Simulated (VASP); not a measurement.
Level of theory: PBEsol GGA, VASP's PBE PAW potentials (set 64) (plane waves; VASP).

VASP input:

### POSCAR
```
AlSb
1
   -0.0000000000     3.0843641341     3.0843641341
    3.0843641341     0.0000000000     3.0843641341
    3.0843641341     3.0843641341     0.0000000000
Al Sb
1 1
Direct
  0.0000000000   0.0000000000   0.0000000000
  0.2500000000   0.2500000000   0.2500000000
```

**KPOINTS**
```
Automatic mesh
0
Gamma
8 8 8
0 0 0
```

**INCAR**
```
SYSTEM = AlSb
PREC = Accurate; ENCUT = 520; LREAL = .False.
LASPH = .True.
EDIFF = 1E-7; NELM = 100; ALGO = Normal
LMAXMIX = 4
ISMEAR = -5
GGA = PS
ISIF = 2
LWAVE = .False.; LCHARG = .True.; LORBIT = 11
NEDOS = 601
```

POTCAR, in this order: Al Sb (PBE.64 set). Program: vasp_std.

What VASP printed:

**OSZICAR**
```
       N       E                     dE             d eps       ncg     rms          rms(c)
DAV:   1     0.154426668591E+02    0.15443E+02   -0.27630E+03   464   0.715E+02
DAV:   2    -0.821216267826E+01   -0.23655E+02   -0.23292E+02   552   0.886E+01
DAV:   3    -0.898712929293E+01   -0.77497E+00   -0.77497E+00   640   0.186E+01
DAV:   4    -0.899084390391E+01   -0.37146E-02   -0.37146E-02   680   0.166E+00
DAV:   5    -0.899086014608E+01   -0.16242E-04   -0.16242E-04   608   0.932E-02    0.332E+00
DAV:   6    -0.890028791282E+01    0.90572E-01   -0.10829E-01   512   0.151E+00    0.203E+00
DAV:   7    -0.886741690066E+01    0.32871E-01   -0.10105E-01   560   0.159E+00    0.442E-01
DAV:   8    -0.886723324021E+01    0.18366E-03   -0.63916E-03   480   0.472E-01    0.101E-01
DAV:   9    -0.886735576112E+01   -0.12252E-03   -0.35198E-04   616   0.132E-01    0.209E-02
DAV:  10    -0.886736789336E+01   -0.12132E-04   -0.10895E-05   680   0.210E-02    0.129E-02
DAV:  11    -0.886737903410E+01   -0.11141E-04   -0.14229E-05   520   0.263E-02    0.401E-03
DAV:  12    -0.886737907700E+01   -0.42900E-07   -0.37211E-07   616   0.378E-03
   1 F= -.88673791E+01 E0= -.88673791E+01  d E =0.000000E+00
```

**OUTCAR**
```
------------------------ aborting loop because EDIFF is reached ----------------------------------------
  FORCE on cell =-STRESS in cart. coord.  units (eV):
  Direction    XX          YY          ZZ          XY          YZ          ZX
  --------------------------------------------------------------------------------------
  Total        0.0003158      0.0003158      0.0003158      0.0000000     -0.0000000      0.0000000
  in kB        0.0086209      0.0086209      0.0086209      0.0000000     -0.0000000      0.0000000
  external PRESSURE =       0.0086209 kB  Pullay stress =       0.0000000 kB
  volume of cell :       58.68
      direct lattice vectors                 reciprocal lattice vectors
     0.000000000  3.084364134  3.084364134    -0.162107967  0.162107967  0.162107967
     3.084364134  0.000000000  3.084364134     0.162107967 -0.162107967  0.162107967
     3.084364134  3.084364134  0.000000000     0.162107967  0.162107967 -0.162107967
 POSITION                                       TOTAL-FORCE (eV/Angst)
 -----------------------------------------------------------------------------------
      0.00000      0.00000      0.00000        -0.000000     -0.000000     -0.000000
      1.54218      1.54218      1.54218         0.000000      0.000000      0.000000
 -----------------------------------------------------------------------------------
    total drift:                               -0.000000     -0.000000     -0.000000
  FREE ENERGIE OF THE ION-ELECTRON SYSTEM (eV)
  ---------------------------------------------------
  free  energy   TOTEN  =        -8.8673790770 eV

  energy  without entropy=       -8.8673790770  energy(sigma->0) =       -8.86737908

 total charge

# of ion       s       p       d       tot
------------------------------------------
    1        0.415   0.350   0.000   0.766
    2        1.114   1.410   0.023   2.547
--------------------------------------------------
tot          1.530   1.760   0.023   3.313
```
(Selected blocks of OUTCAR.)

File OUTCAR:
```
 val. band max:        4.5590335580   @ k =   0.0000   0.0000   0.0000

 cond. band min:       5.7004162555   @ k =   0.5000   0.5000   0.0000


 Fermi energy:         4.5598345697

 k-point     1 :       0.0000    0.0000    0.0000
  band No.  band energies     occupation
      1      -6.1074      2.00000
      2       4.5590      2.00000
      3       4.5590      2.00000
      4       4.5590      2.00000
      5       6.0063      0.00000
      6       7.6479      0.00000
      7       7.6479      0.00000
      8       7.6479      0.00000

 k-point     2 :       0.1250    0.0000    0.0000
  band No.  band energies     occupation
      1      -5.9661      2.00000
      2       3.1072      2.00000
      3       4.3733      2.00000
      4       4.3733      2.00000
      5       6.5564      0.00000
      6       7.9306      0.00000
      7       7.9306      0.00000
      8       8.2607      0.00000

 k-point     3 :       0.2500    0.0000    0.0000
  band No.  band energies     occupation
      1      -5.5691      2.00000
      2       1.2490      2.00000
      3       4.0254      2.00000
      4       4.0254      2.00000
      5       6.2476      0.00000
      6       8.3203      0.00000
      7       8.3203      0.00000
      8      10.0455      0.00000

 k-point     4 :       0.3750    0.0000    0.0000
  band No.  band energies     occupation
      1      -5.0402      2.00000
      2      -0.2163      2.00000
      3       3.7576      2.00000
      4       3.7576      2.00000
      5       5.9315      0.00000
      6       8.3213      0.00000
      7       8.3213      0.00000
      8      11.0767      0.00000

 k-point     5 :       0.5000    0.0000    0.0000
  band No.  band energies     occupation
      1      -4.7454      2.00000
      2      -0.8303      2.00000
      3       3.6615      2.00000
      4       3.6615      2.00000
      5       5.8184      0.00000
      6       8.2523      0.00000
      7       8.2523      0.00000
...
```

Unless said otherwise, spin-orbit coupling is left out, though it shifts the bands of the heavy elements here.

The compound is AlSb in the zinc blende structure. It was relaxed first.
